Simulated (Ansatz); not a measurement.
**ZrSe2 (CdI2 type): how the settings move a single-point run**

Question: which choices in the input matter for ZrSe2 (CdI2 type)?

Program: Ansatz 0.2.0. Level of theory: reference: DFT r2SCAN, scalar-relativistic, plane waves, PAW, unless a step's input says otherwise. These are calculated values, not measurements.

2 further runs of the same task are left out: 2 that didn't finish. Runs told in other sessions of the task aren't counted.

## (1) The system as given

It takes space group P-3m1 (No. 164, trigonal). Conventional cell: a = 3.809 Å, b = 3.809 Å, c = 6.397 Å, α = 90.00°, β = 90.00°, γ = 120.00°. Zr (site symmetry -3m) has 6 Se at 2.70 Å in its first shell of neighbours. Se (site symmetry 3m) is surrounded by 3 Zr at 2.70 Å.

Structure file:

```cif
data_structure
_symmetry_space_group_name_H-M 'P-3m1'
_symmetry_Int_Tables_number 164
_cell_length_a 3.8088
_cell_length_b 3.8088
_cell_length_c 6.3971
_cell_angle_alpha 90.000
_cell_angle_beta 90.000
_cell_angle_gamma 120.000
_cell_volume 80.37
loop_
_atom_site_label
_atom_site_type_symbol
_atom_site_symmetry_multiplicity
_atom_site_Wyckoff_symbol
_atom_site_fract_x
_atom_site_fract_y
_atom_site_fract_z
_atom_site_occupancy
Zr1 Zr 1 a 0.00000 0.00000 0.00000 1
Se1 Se 2 d 0.33333 0.66667 0.24424 1
```

## (2) The reference run

Contents of input.yaml:

```yaml
crystal:
  lattice:
    - [3.8087804089, 0.0, 0.0]
    - [-1.9043902045, 3.2985005916, 0.0]
    - [0.0, 0.0, 6.3970812102]
  atoms:
    - { symbol: Zr, position: [0.0, 0.0, 0.0] }
    - { symbol: Se, position: [0.3333333333, 0.6666666667, 0.2442372424] }
    - { symbol: Se, position: [0.6666666667, 0.3333333333, 0.7557627576] }
basis:
  ecutwfc: 500
  ecutrho_ratio: 4
kpoints:
  mp_grid: { grid: [10, 10, 6] }
  band_path:
    path:
      - [[0.0, 0.0, 0.0], [0.5, 0.0, 0.0], [0.33333333, 0.33333333, 0.0], [0.0, 0.0, 0.0], [0.0, 0.0, 0.5], [0.5, 0.0, 0.5], [0.33333333, 0.33333333, 0.5], [0.0, 0.0, 0.5]]
      - [[0.5, 0.0, 0.5], [0.5, 0.0, 0.0]]
      - [[0.33333333, 0.33333333, 0.5], [0.33333333, 0.33333333, 0.0]]
    npoints: 14
hamiltonian:
  xc: r2scan
scf:
  occupations: { method: gaussian, width: 0.05 }
  n_extra_bands: 13
output:
  forces: true
  stress: true
  eigenvalues: true
  populations: true
  dos: { projected: true, de: 0.02, nscf_kmesh: { grid: [15, 15, 9] } }
  bader: true
  write_density: true
  write_potential: true
  elf: true
  volumetric_format: npy
```

On the command line:

```
$ ansatz run input.yaml --threads 4 --pin off --max-ram 7168MiB --backend cpu --events-out ev --progress --plain --runs-dir out
```

## (3) Changed: ecutwfc 36.7 Ry, xc rpbe

Contents of input.yaml:

```yaml
crystal:
  lattice:
    - [3.808780408932, 2.886761101796e-11, 0.0]
    - [-1.904390204491, 3.298500591558, 0.0]
    - [0.0, 0.0, 6.3970812102]
  atoms:
    - { symbol: Zr, position: [0.0, 0.0, 0.0] }
    - { symbol: Se, position: [0.3333333333333, 0.6666666666667, 0.2442372424] }
    - { symbol: Se, position: [0.6666666666667, 0.3333333333333, 0.7557627576] }
basis:
  ecutwfc: "36.7 Ry"
  ecutrho_ratio: 4
kpoints:
  mp_grid: { grid: [10, 10, 6] }
hamiltonian:
  xc: rpbe
scf:
  occupations: { method: gaussian, width: 0.05 }
output:
  forces: true
  stress: true
  write_density: true
  write_potential: true
  elf: true
  volumetric_format: npy
```

## (4) Variant: hubbard.sites [{species: Zr, l: d, u_eff: 3.0}], hubbard.double_counting amf, accuracy medium

Contents of input.yaml:

```yaml
crystal:
  lattice:
    - [3.808780408932, 2.886761101796e-11, 0.0]
    - [-1.904390204491, 3.298500591558, 0.0]
    - [0.0, 0.0, 6.3970812102]
  atoms:
    - { symbol: Zr, position: [0.0, 0.0, 0.0] }
    - { symbol: Se, position: [0.3333333333333, 0.6666666666667, 0.2442372424] }
    - { symbol: Se, position: [0.6666666666667, 0.3333333333333, 0.7557627576] }
basis:
  ecutwfc: 500
  ecutrho_ratio: 4
kpoints:
  mp_grid: { grid: [10, 10, 6] }
hamiltonian:
  xc: r2scan
  hubbard: { sites: [{ species: Zr, l: d, u_eff: 3.0 }], double_counting: amf }
scf:
  occupations: { method: gaussian, width: 0.05 }
output:
  forces: true
  stress: true
  write_density: true
  write_potential: true
  elf: true
  volumetric_format: npy
accuracy: medium
```

## (5) Changing settings: accuracy high

Contents of input.yaml:

```yaml
crystal:
  lattice:
    - [3.808780408932, 2.886761101796e-11, 0.0]
    - [-1.904390204491, 3.298500591558, 0.0]
    - [0.0, 0.0, 6.3970812102]
  atoms:
    - { symbol: Zr, position: [0.0, 0.0, 0.0] }
    - { symbol: Se, position: [0.3333333333333, 0.6666666666667, 0.2442372424] }
    - { symbol: Se, position: [0.6666666666667, 0.3333333333333, 0.7557627576] }
basis:
  ecutwfc: 500
  ecutrho_ratio: 4
kpoints:
  mp_grid: { grid: [10, 10, 6] }
hamiltonian:
  xc: r2scan
scf:
  occupations: { method: gaussian, width: 0.05 }
output:
  forces: true
  stress: true
accuracy: high
```

## (6) Changing settings: occupations.method methfessel_paxton

Contents of input.yaml:

```yaml
crystal:
  lattice:
    - [3.808780408932, 2.886761101796e-11, 0.0]
    - [-1.904390204491, 3.298500591558, 0.0]
    - [0.0, 0.0, 6.3970812102]
  atoms:
    - { symbol: Zr, position: [0.0, 0.0, 0.0] }
    - { symbol: Se, position: [0.3333333333333, 0.6666666666667, 0.2442372424] }
    - { symbol: Se, position: [0.6666666666667, 0.3333333333333, 0.7557627576] }
basis:
  ecutwfc: 500
  ecutrho_ratio: 4
kpoints:
  mp_grid: { grid: [10, 10, 6] }
hamiltonian:
  xc: r2scan
scf:
  occupations: { method: methfessel_paxton, width: 0.05 }
output:
  forces: true
  stress: true
```

## (7) Variant: starting moments, hubbard.sites [{species: Zr, l: d, u_eff: 6.0}], hubbard.double_counting fll, spin_polarized true

Contents of input.yaml:

```yaml
crystal:
  lattice:
    - [3.808780408932, 2.886761101796e-11, 0.0]
    - [-1.904390204491, 3.298500591558, 0.0]
    - [0.0, 0.0, 6.3970812102]
  atoms:
    - { symbol: Zr, position: [0.0, 0.0, 0.0], spin: 0.2 }
    - { symbol: Se, position: [0.3333333333333, 0.6666666666667, 0.2442372424], spin: 0.2 }
    - { symbol: Se, position: [0.6666666666667, 0.3333333333333, 0.7557627576], spin: 0.2 }
basis:
  ecutwfc: 500
  ecutrho_ratio: 4
kpoints:
  mp_grid: { grid: [10, 10, 6] }
hamiltonian:
  xc: r2scan
  hubbard: { sites: [{ species: Zr, l: d, u_eff: 6.0 }], double_counting: fll }
scf:
  occupations: { method: gaussian, width: 0.05 }
output:
  forces: true
  stress: true
magnetization:
  spin_polarized: true
```

Q: Predict the outcome of this session. Wanted: for each run, ending; energy change; pressure; gap; force.

**Answer**, as computed:

```tsv
run	ending	energy change	pressure (GPa)	gap (eV)	force (eV/Å)	cycles	time
reference	converged	0	0.0	0.76	0.00	7	9.4 s
1: ecutwfc 36.7 Ry, xc rpbe	converged	not comparable	2.5	0.49	0.21	7	1.2 s
2: hubbard.sites [{species: Zr, l: d, u_eff: 3.0}], hubbard.double_counting amf, accuracy medium	converged	-53.1 meV/atom (Hubbard term changed: no physical gain or loss)	0.5	1.01	0.01	9	2.4 s
3: accuracy high	converged	0.0 meV/atom	0.0	0.76	0.00	10	1.9 s
4: occupations.method methfessel_paxton	converged	0.0 meV/atom (σ→0)	0.0	0.76	0.00	7	1.4 s
5: starting moments, hubbard.sites [{species: Zr, l: d, u_eff: 6.0}], hubbard.double_counting fll, spin_polarized true	converged	+1.72 eV/atom (Hubbard term changed: no physical gain or loss)	5.4	2.15	0.39	19	6.3 s
```

Times don't compare one to one where runs were asked for different outputs or read a saved state (see the inputs); cycles may leave out searches for a lower state.

Residual by cycle in the longest SCF loop of each run; runs are numbered as in the table. The quantity is the density residual dr2, in eV.

```tsv
cycle	reference	run 1	run 2	run 3	run 4	run 5
1	0.239	0.00194	10.7	0.238	0.238	3.26
3	0.00179	2.2e-4	0.093	0.00149	0.00149	0.122
4	6.8e-5	1.5e-5	0.0106	1.7e-4	1.7e-4	0.0168
6	5.4e-7	4.5e-7	2.9e-4	7.3e-7	7.3e-7	0.0031
8	-	-	2.9e-7	2.1e-9	-	0.00208
9	-	-	2.6e-8	8.6e-11	-	9.8e-4
11	-	-	-	-	-	6.5e-5
12	-	-	-	-	-	3.4e-6
14	-	-	-	-	-	1.2e-7
16	-	-	-	-	-	2.6e-8
17	-	-	-	-	-	1.3e-8
19	-	-	-	-	-	4.2e-10
```

Of the converged runs whose energies compare with the reference's, none moves it noticeably. A changed U is a change of model: its shifts are not errors of convergence.
